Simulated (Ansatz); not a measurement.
# Honeycomb SnTe monolayer in a perpendicular field, part 2 of 2

Wanted: the out-of-plane response of the honeycomb SnTe monolayer. A positive field points along +c.

Ansatz 0.2.0; plane-wave DFT, PBE-D3(BJ), Ansatz PAW.

So far. Step 2 (Relaxation): The lattice constant a goes from 4.180 to 4.118 Å.

**3. Single point, field 0**

A sawtooth potential applies the field, turning back in the middle of the vacuum. With the dipole correction the typed value is the field outside the slab. The induced dipole is small, so the SCF threshold is tight.

The cell differs from the one that the last finished run ended in (c 34.390 → 19.710 Å).

File input.yaml:

```yaml
crystal:
  lattice:
    - [4.1179492036, 0.0, 0.0]
    - [-2.0589746018, 3.5662486218, 0.0]
    - [0.0, 0.0, 19.7096094668]
  atoms:
    - { symbol: Te, position: [0.6666666667, 0.3333333333, 0.4566300522] }
    - { symbol: Sn, position: [0.3333333333, 0.6666666667, 0.5433699478] }
kpoints:
  mp_grid: { grid: [12, 12, 1] }
  band_path:
    path: [[0, 0, 0], [0.5, 0, 0], [0.33333333, 0.33333333, 0], [0, 0, 0]]
    npoints: 16
hamiltonian:
  xc: pbe
  dispersion: d3bj
scf:
  occupations: { method: fermi_dirac, width: 0.02585 }
  convergence: { dr2_threshold: 1.0e-10 }
efield:
  axis: 3
  dipole_correction: true
  ramp_position: 0.97
  ramp_width: 0.06
  amplitude: 0
output:
  dos: { projected: true, e_range: [-6, 5] }
  write_potential: true
  write_density: true
  volumetric_format: npy
  elf: true
```

The run is started by

```console
> ansatz run input.yaml --threads 2 --pin off --max-ram 3072MiB --backend cpu --events-out ev --progress --plain --runs-dir out
```

Numbers of over 12 decimals in the logs are rounded to 6 here.

Output:

```text
[...]
Crystal: 2 atoms, lattice volume = 289.448 Å³
Basis set: ecut = 420 eV, 5621 PW (Γ)
Bands: 19, of which v1, the nominal top of the filled ones, is band 15 counted from 1 (14 counted from 0)
Symmetry: 6 space group operations
[...]
k-points: 19 of 144 (time reversal used)
[...]
SCF iter   1: F=—  HF=-13004.936167 eV  |F-HF|=—  |Δ(HF+E_count)|=         —  Δρ=8.79e-4  dr2=5.40e-3  ethr=1.77e-3  p=0.033 e·Å  D=2.07e-2 V/Å  ΔV_dip=-0.41 eV  dr2_dipole=5.41e-5  V_vac-E_F(+/−)=3.89/4.30 eV  ⟨swp⟩=8.6  Hψ=2254  notcnv=0
efield: sawtooth ramp at fractional position 0.9700 (set: `efield.ramp_position`, or a place that a band, a saddle search or an elastic batch's reference lends), width 0.0600; the density the first Hamiltonian is built on has a dipole p = 0.033 e·Å; the dipole correction subtracts the counter field D = 2.07e-2 V/Å, which shifts the + side's vacuum level by -0.41 eV against the − side's; the planar-averaged density in the ramp window peaks in size at 9.0e-6 e/Å³
[...]
SCF iter   2: F=—  HF=-13004.936801 eV  |F-HF|=—  |Δ(HF+E_count)|=   6.34e-4  Δρ=4.75e-4  dr2=1.07e-3  ethr=1.80e-5  p=0.038 e·Å  D=2.37e-2 V/Å  ΔV_dip=-0.47 eV  dr2_dipole=1.14e-5  V_vac-E_F(+/−)=3.96/4.43 eV  ⟨swp⟩=2.8  Hψ=873  notcnv=0
[...]
SCF iter  10: F=-13004.938253 eV  HF=-13004.938253 eV  |F-HF|=1.82e-12  |Δ(HF+E_count)|=  1.82e-12  Δρ=4.34e-8  dr2=8.16e-12  ethr=1.00e-12  p=0.040 e·Å  D=2.49e-2 V/Å  ΔV_dip=-0.49 eV  dr2_dipole=4.07e-16  V_vac-E_F(+/−)=4.03/4.52 eV  ⟨swp⟩=5.0  Hψ=1128  notcnv=0
SCF 1 converged in 10 iterations: F = -13004.938253 eV  dr2 = 8.16e-12
[...]
NSCF: frozen V_eff on 49 k-points
efield: sawtooth ramp at fractional position 0.9700 (kept from the solve that this one continues, or follows in the run), width 0.0600; the density the first Hamiltonian is built on has a dipole p = 0.040 e·Å; the dipole correction subtracts the counter field D = 2.49e-2 V/Å, which shifts the + side's vacuum level by -0.49 eV against the − side's; the planar-averaged density in the ramp window peaks in size at 2.4e-6 e/Å³
WARN: The output density's exchange-correlation potential varies sharply where the density is thin. Do not read a vacuum level from v_tot or v_xc, or from such a field of the output density. On a cell that repeats whose density bears no net charge and no dipole along the vacuum's axis use v_es (v_loc + v_h of the components); under efield.dipole_correction with no amplitude use v_es + v_field, which holds any externa [...]
SCF converged after 10 iterations
Free energy (F): -13004.938253 eV
[...]
Internal energy: -13004.938253 eV  (E = F + TS)
E sigma→0 (E₀):  -13004.938253 eV
Fermi energy:    -1.292960 eV
Dipole field:    D = 0.024936 V/Å  (p = 0.039887 e·Å, saw-weighted, corrected)
Work function:   Φ+ = 4.0258 eV   Φ− = 4.5173 eV
Levels:          The Fermi level and band energies are counted from a zero that moves with the ramp; work functions are not
[...]
--- Band table (eV; the first three rows and the last of 19) ---
  k-point 0: bands = [... 11 lower, -7.8783, -2.6519, -2.1614, -2.1614, 0.0262, 1.5849, 1.5849, 2.4065]
  k-point 1: bands = [... 11 lower, -7.8594, -2.7980, -2.5142, -2.2804, 0.3685, 1.3931, 1.6823, 2.5116]
  k-point 2: bands = [... 11 lower, -7.8277, -3.6639, -2.5661, -2.5046, 0.2512, 1.5571, 1.8661, 2.7869]
  k-point 18: bands = [... 11 lower, -8.4656, -5.2345, -4.0492, -3.2408, -0.3171, 1.4302, 2.0055, 4.8099]
```

The job ended after 16 s (2 threads of Arm Neoverse V1, shared host; peak memory 0.5 GiB; 31 s of CPU time).

Reading the cycles: dr2 is the Hartree energy of the density residual (eV), the measure of convergence; HF is the Harris–Foulkes estimate of the energy, which meets the free energy F at convergence.

Numbers from this step:

* gap on the k-mesh: 1.765 eV
* dipole along the normal: 0.03989 e·Å
* gap along the path: 1.768 eV
* smallest direct gap along the path: 2.188 eV
* step between the vacuum levels: -0.4915 eV
* ionisation energy, upper face: 4.894 eV
* electron affinity, upper face: 3.127 eV
* ionisation energy, lower face: 5.386 eV
* gap, the smaller of path and mesh: 1.765 eV

Running mean over a fixed 2.8 Å (it still follows the layers) of the planar mean; the ramp of the sawtooth is left out. Electron's electrostatic potential energy less the Fermi level against z:

| z (Å) | electron's electrostatic potential energy less the Fermi level (eV) |
| --- | --- |
| 2.92 | 4.52 |
| 3.36 | 4.52 |
| 3.65 | 4.52 |
| 4.09 | 4.52 |
| 4.38 | 4.52 |
| 4.82 | 4.51 |
| 5.11 | 4.51 |
| 5.55 | 4.50 |
| 5.99 | 4.45 |
| 6.28 | 4.36 |
| 6.72 | 3.99 |
| 7.01 | 3.43 |
| 7.45 | 2.60 |
| 7.74 | 2.21 |
| 8.18 | 1.26 |
| 8.61 | -0.0750 |
| 8.91 | -0.878 |
| 9.34 | -1.62 |
| 9.64 | -1.79 |
| 10.07 | -1.92 |
| 10.37 | -1.97 |
| 10.80 | -1.55 |
| 11.10 | -0.845 |
| 11.53 | 0.410 |
| 11.97 | 1.42 |
| 12.26 | 1.95 |
| 12.70 | 2.88 |
| 12.99 | 3.44 |
| 13.43 | 3.83 |
| 13.72 | 3.93 |
| 14.16 | 3.99 |
| 14.60 | 4.01 |
| 14.89 | 4.02 |
| 15.33 | 4.02 |
| 15.62 | 4.02 |
| 16.06 | 4.03 |
| 16.35 | 4.03 |
| 16.79 | 4.03 |

The density of states has structure finer than the step of the table below, so its rows give means over 0.25 eV, whole bins alone (the curve runs from -6 to 2.88 eV). Peaks (eV: height): -3.520: 10.8, -2.860: 4.85, -1.860: 6.48, -1.200: 10.7, 1.330: 4.51, 2.600: 3.97.

Density of states against energy, zero at the Fermi level of the run, which the smearing sets inside the gap; means over each step:

| energy (eV) | density of states (states/eV a cell) |
| --- | --- |
| -4.25 | 0 |
| -4.00 | 0.0578 |
| -3.75 | 0.777 |
| -3.50 | 3.63 |
| -3.25 | 1.19 |
| -3.00 | 1.43 |
| -2.75 | 2.07 |
| -2.50 | 1.29 |
| -2.25 | 1.59 |
| -2.00 | 1.87 |
| -1.75 | 3.08 |
| -1.50 | 2.29 |
| -1.25 | 4.05 |
| -1.00 | 0.536 |
| -0.75 | 0.00304 |
| -0.50 | 0 |
| -0.25 | 0 |
| 0.00 | 0 |
| 0.25 | 0 |
| 0.50 | 0 |
| 0.75 | 0 |
| 1.00 | 1.32 |
| 1.25 | 3.56 |
| 1.50 | 2.49 |
| 1.75 | 0.696 |
| 2.00 | 0.0587 |
| 2.25 | 1.52 |
| 2.50 | 3.06 |
| 2.75 | 3.04 |

Projected DOS per atom over height of the atomic layer and energy from the Fermi level. Layers: Te Sn from below.

Values in states/eV, 22 rows by 2 columns, each cell a mean:
```
0.78 1.95
0.52 1.18
0.09 0.15
0.98 1.55
0.74 1.23
0.00 0.00
0.00 0.00
0.00 0.00
0.00 0.00
0.28 0.09
1.91 1.34
1.68 1.28
1.06 0.41
0.90 0.36
1.24 0.53
1.86 1.09
0.40 0.24
0.00 0.00
0.00 0.00
0.00 0.00
0.00 0.00
0.00 0.00
```
Columns: height of the atomic layer (Å) from 9 to 10.7; rows upwards: energy from the Fermi level (eV) from -5.96 to 2.86.

Electronic bands along the path, in eV, zero at the Fermi level of the run, which the smearing sets inside the gap:

| point | band 12 | band 13 | band 14 | band 15 | band 16 | band 17 | band 18 | band 19 |
| --- | --- | --- | --- | --- | --- | --- | --- | --- |
| Γ | -6.59 | -1.36 | -0.87 | -0.87 | 1.32 | 2.88 | 2.88 | 3.70 |
| halfway | -6.57 | -3.14 | -1.60 | -1.22 | 1.08 | 2.98 | 3.26 | 4.35 |
| M | -7.20 | -3.49 | -2.12 | -2.00 | 1.14 | 2.06 | 3.18 | 4.58 |
| halfway | -7.17 | -3.58 | -2.77 | -1.89 | 1.36 | 2.66 | 2.74 | 5.07 |
| K | -7.17 | -3.94 | -2.76 | -1.95 | 0.98 | 2.72 | 3.30 | 6.10 |
| halfway | -6.62 | -3.18 | -2.34 | -1.19 | 1.59 | 2.56 | 3.27 | 4.64 |
| Γ | -6.59 | -1.36 | -0.87 | -0.87 | 1.32 | 2.88 | 2.88 | 3.70 |

The electronic bands as a text plot (rows in eV, shown from -7.2 to 3.7 only):

```
    3.5 |+         +++                 +++++++++++++++          +
    3.0 |++++++++++++ ++++++++++++  +++               +++++++++++
    2.6 |  ++++      ++++         +++++++++++++    ++++++++++++
    2.1 |                +++++++++             ++++
    1.7 |  +++++                                +++++++++++++++
    1.2 |++     ++++     +++++++++++++++++++++++               ++
    0.7 |           +++++
    0.3 |
   -0.2 |
   -0.6 |
   -1.1 |************                              **************
   -1.5 |****   *********                    ******      *  *****
   -2.0 |    **      ************************         *** **
   -2.4 |      **              ***                 ***   *
   -2.9 |        **               *************  **   ***
   -3.3 |          *****  *********            *******
   -3.8 |               **         ************
   -4.2 |
   -4.7 |
   -5.2 |
   -5.6 |
   -6.1 |
   -6.5 |*************                             **************
   -7.0 |             *****************************
         Γ                   M           K                      Γ
```

Electrostatic potential energy in the ca plane at fractional y = 0.333, with atoms of Te within 0.2 Å of it. With pseudopotentials it is smooth inside the atoms' cores, unlike the true potential.

Ten even steps from '0' (-14 eV) to '9' (3 eV), each cell a mean:
```
99999999999999999742236777889999999999999999
99999999999999998402302688899999999999999999
99999999999999997139960488999999999999999999
99999999999999996059990489999999999999999999
99999999999999997128940588999999999999999999
99999999999999998511102688899999999999999999
99999999999999999853346777889999999999999999
99999999999999999988777656789999999999999999
99999999999999999999887544678999999999999999
99999999999999999999887544678999999999999999
99999999999999999987777666789999999999999999
```
Columns run along c (16.0 Å, from fractional 0.09 to 0.91 of the cell; values clipped at the 3rd and 97th percentile), rows up along a (4.1 Å). Atoms in or near the plane, at fractional coordinates: Te at (0.46, 0.67).

Valence density in the ca plane at fractional y = 0.333, with atoms of Te within 0.2 Å of it. It is the smooth field of the valence electrons, not physical close to the nuclei.

Ten steps, logarithmic in the rise over the least value, from '0' (0 e/Å³) to '9' (15 e/Å³), each cell a mean:
```
00000000000000000122322111000000000000000000
00000000000000001245643210000000000000000000
00000000000000001368974210000000000000000000
00000000000000002379984210000000000000000000
00000000000000001358873210000000000000000000
00000000000000001235542210000000000000000000
00000000000000000122222111000000000000000000
00000000000000000011111111100000000000000000
00000000000000000000011111110000000000000000
00000000000000000000111111110000000000000000
00000000000000000011111111100000000000000000
```
Columns run along c (16.0 Å, from fractional 0.09 to 0.91 of the cell), rows up along a (4.1 Å). Atoms in or near the plane, at fractional coordinates: Te at (0.46, 0.67).

ELF in the ca plane at fractional y = 0.333, with atoms of Te within 0.2 Å of it. It is the smooth field of the valence electrons, not physical close to the nuclei.

Values, 6 rows by 16 columns, each cell a mean:
```
0.00 0.00 0.00 0.00 0.09 0.50 0.68 0.51 0.52 0.25 0.16 0.03 0.00 0.00 0.00 0.00
0.00 0.00 0.00 0.01 0.18 0.69 0.52 0.10 0.47 0.13 0.02 0.00 0.00 0.00 0.00 0.00
0.00 0.00 0.00 0.01 0.16 0.66 0.57 0.20 0.49 0.14 0.03 0.01 0.00 0.00 0.00 0.00
0.00 0.00 0.00 0.00 0.05 0.39 0.66 0.58 0.50 0.33 0.27 0.06 0.00 0.00 0.00 0.00
0.00 0.00 0.00 0.00 0.00 0.03 0.15 0.27 0.29 0.47 0.63 0.22 0.02 0.00 0.00 0.00
0.00 0.00 0.00 0.00 0.01 0.09 0.30 0.41 0.34 0.45 0.56 0.18 0.01 0.00 0.00 0.00
```
Columns run along c (16.0 Å, from fractional 0.09 to 0.91 of the cell), rows up along a (4.1 Å). Atoms in or near the plane, at fractional coordinates: Te at (0.46, 0.67).

The gap is 1.77 eV, with the valence edge 4.89 eV and the conduction edge 3.13 eV under the upper vacuum level. Spin-orbit coupling, left out in this run, matters for the bands of elements this heavy.

**4. Atoms held, field 0.1 V/Å**

input.yaml: that of step 3 with these lines changed.

```diff
@@ -24,5 +24,4 @@
   ramp_width: 0.06
-  amplitude: 0
+  amplitude: 0.1
 output:
-  dos: { projected: true, e_range: [-6, 5] }
   write_potential: true
@@ -30,2 +29 @@
   volumetric_format: npy
-  elf: true
```

Output:

```text
[...]
Crystal: 2 atoms, lattice volume = 289.448 Å³
Basis set: ecut = 420 eV, 5621 PW (Γ)
Bands: 19, of which v1, the nominal top of the filled ones, is band 15 counted from 1 (14 counted from 0)
Symmetry: 6 space group operations
[...]
k-points: 19 of 144 (time reversal used)
[...]
--- Band table (eV; the first three rows and the last of 19) ---
  k-point 0: bands = [... 11 lower, -7.8708, -2.6460, -2.1570, -2.1570, 0.0432, 1.5926, 1.5926, 2.5006]
  k-point 1: bands = [... 11 lower, -7.8518, -2.7981, -2.5027, -2.2759, 0.3874, 1.3973, 1.6902, 2.6069]
  k-point 2: bands = [... 11 lower, -7.8201, -3.6618, -2.5616, -2.4951, 0.2649, 1.5727, 1.8742, 2.8330]
  k-point 18: bands = [... 11 lower, -8.4585, -5.2298, -4.0489, -3.2304, -0.3077, 1.4428, 2.0198, 4.8271]
[key lines of the parts left out:]
SCF converged after 11 iterations
Free energy (F): -13004.944085 eV
Fermi energy:    -1.285527 eV
Dipole field:    D = 0.047971 V/Å  (p = 0.076733 e·Å, saw-weighted, corrected)
```

It took 16 s on 2 threads; peak memory 0.48 GiB.

The dipole is 0.0767 e·Å, 0.0368 e·Å from its value without field, and the gap 1.771 eV.

**5. Atoms held, field -0.1 V/Å**

input.yaml: that of step 4 with these lines changed.

```diff
@@ -24,3 +24,3 @@
   ramp_width: 0.06
-  amplitude: 0.1
+  amplitude: -0.1
 output:
```

Output:

```text
[...]
Crystal: 2 atoms, lattice volume = 289.448 Å³
Basis set: ecut = 420 eV, 5621 PW (Γ)
Bands: 19, of which v1, the nominal top of the filled ones, is band 15 counted from 1 (14 counted from 0)
Symmetry: 6 space group operations
[...]
k-points: 19 of 144 (time reversal used)
[...]
--- Band table (eV; the first three rows and the last of 19) ---
  k-point 0: bands = [... 11 lower, -7.8874, -2.6600, -2.1676, -2.1676, 0.0062, 1.5755, 1.5755, 2.1372]
  k-point 1: bands = [... 11 lower, -7.8685, -2.7996, -2.5276, -2.2866, 0.3463, 1.3855, 1.6729, 2.2411]
  k-point 2: bands = [... 11 lower, -7.8369, -3.6678, -2.5724, -2.5159, 0.2350, 1.5324, 1.8564, 2.5309]
  k-point 18: bands = [... 11 lower, -8.4743, -5.2409, -4.0511, -3.2527, -0.3281, 1.4156, 1.9889, 4.7740]
[key lines of the parts left out:]
SCF converged after 11 iterations
Free energy (F): -13004.936110 eV
Fermi energy:    -1.302240 eV
Dipole field:    D = 0.001851 V/Å  (p = 0.002961 e·Å, saw-weighted, corrected)
```

The job ended after 17 s (2 threads; peak memory 0.48 GiB).

The dipole is 0.00296 e·Å, -0.0369 e·Å from its value without field, and the gap 1.759 eV.

**6. Response, atoms held**

This step: plane-wave DFT, PBE-D3(BJ), Ansatz PAW; response to a field along the normal, atoms held (Ansatz 0.2.0).

The dipoles give the slope, and the difference of two potentials shows where the field is screened.

Numbers from this step:

| Item | Value |
| --- | --- |
| equivalent conductor thickness p/(ε₀AE) | 4.545 Å |
| distance between the outer atoms | 1.710 Å |

The dipole of the cell by applied field:

| applied field (V/Å) | dipole of the cell (e·Å) |
| --- | --- |
| -0.1000 | 0.00296 |
| 0.0000 | 0.0399 |
| 0.1000 | 0.0767 |

Local field over the applied field, running mean. From the potentials at -0.1 and 0.1 V/Å; running mean over 2.5 Å. The local field over applied field by z:

| z (Å) | local field over applied field |
| --- | --- |
| 4.09 | 0.999 |
| 4.38 | 0.998 |
| 4.67 | 0.996 |
| 4.96 | 0.992 |
| 5.40 | 0.981 |
| 5.69 | 0.968 |
| 5.99 | 0.945 |
| 6.28 | 0.909 |
| 6.57 | 0.855 |
| 6.86 | 0.782 |
| 7.15 | 0.693 |
| 7.45 | 0.594 |
| 7.88 | 0.436 |
| 8.18 | 0.331 |
| 8.47 | 0.233 |
| 8.76 | 0.148 |
| 9.05 | 0.0828 |
| 9.34 | 0.0400 |
| 9.64 | 0.0187 |
| 10.07 | 0.0160 |
| 10.37 | 0.0322 |
| 10.66 | 0.0672 |
| 10.95 | 0.123 |
| 11.24 | 0.197 |
| 11.53 | 0.285 |
| 11.83 | 0.381 |
| 12.26 | 0.530 |
| 12.56 | 0.629 |
| 12.85 | 0.724 |
| 13.14 | 0.806 |
| 13.43 | 0.870 |
| 13.72 | 0.917 |
| 14.02 | 0.948 |
| 14.31 | 0.968 |
| 14.75 | 0.985 |
| 15.04 | 0.992 |
| 15.33 | 0.995 |
| 15.62 | 0.997 |

Electrons, planar mean, per unit field. Table of induced electron density by z:

z (Å), induced electron density (e/Å³ per V/Å) and a bar from the least value:
```
      4.5    0.00001 ###############
      5.0    0.00004 ###############
      5.5    0.00011 ################
      6.0    0.00028 ################
      6.5    0.00070 ##################
      7.0    0.00157 #######################
      7.5    0.00287 #############################
      8.0    0.00312 ##############################
      8.5    0.00152 ######################
      9.0    0.00097 ####################
      9.5    0.00027 ################
     10.0   -0.00031 ##############
     10.5   -0.00066 ############
     11.0   -0.00068 ############
     11.5   -0.00185 ######
     12.0   -0.00316 
     12.5   -0.00244 ###
     13.0   -0.00133 #########
     13.5   -0.00063 ############
     14.0   -0.00027 ##############
     14.5   -0.00011 ###############
     15.0   -0.00004 ###############
     15.5   -0.00002 ###############
```

The smaller of the gaps on the path and on the k-mesh, counted as 0 under 0.03 eV. Table of gap by applied field:

| applied field (V/Å) | gap (eV) |
| --- | --- |
| -0.1000 | 1.76 |
| 0.0000 | 1.77 |
| 0.1000 | 1.77 |

By hand: between -0.1 and 0.1 V/Å the dipole changes by 0.07377 e·Å, a slope of 0.3689 e·Å²/V. A perfect conductor of thickness t has p = ε₀AEt, so t = 180.95 × 0.3689 / 14.686 = 4.54 Å (e/ε₀ = 180.95 V·Å, A in Å²).

The induced dipole is that of a conductor 4.54 Å thick.

**7. Results**

| Quantity | Value |
| --- | --- |
| gap without field | 1.77 eV |
| ionisation energy, upper face | 4.89 eV |
| electron affinity, upper face | 3.13 eV |
| step between the vacuum levels | -0.491 eV |
| equivalent conductor thickness, atoms held | 4.54 Å |

In words: The induced dipole equals that of a perfect conductor 4.54 Å thick, while the outer atoms lie 1.71 Å apart; an out-of-plane ε follows only once a thickness t is chosen, by 1 − 1/ε = 4.54 Å / t. The two faces differ: the vacuum level above lies 0.49 eV lower than the one below. The gap stays within 0.01 eV of 1.77 eV over the fields run, up to 0.1 V/Å in size. Semilocal functionals give gaps that are too small, and excitons are not included. Spin-orbit coupling is left out, which matters for the bands of elements this heavy.

[Logs are printed without paths, hosts, clocks, repeated set-up lines and the standing remarks that a program may print on its own settings, such as how far it seeks lower states.]

[Hosts, paths, dates, database ids (printed as entryN), source tags and the programs' standing remarks are cut or masked in the printed files.]

[Maps of the electrostatic potential energy from Ansatz leave out the sawtooth potential of an applied field or a dipole correction, so their vacuum need not be flat; planar profiles and work functions include it.]

[The density of states shown here was stored with 400 of the rows of the run's finer table, so its peaks can read low, often by over a quarter, or be missed, and its means over a window can be off by a tenth or more.]
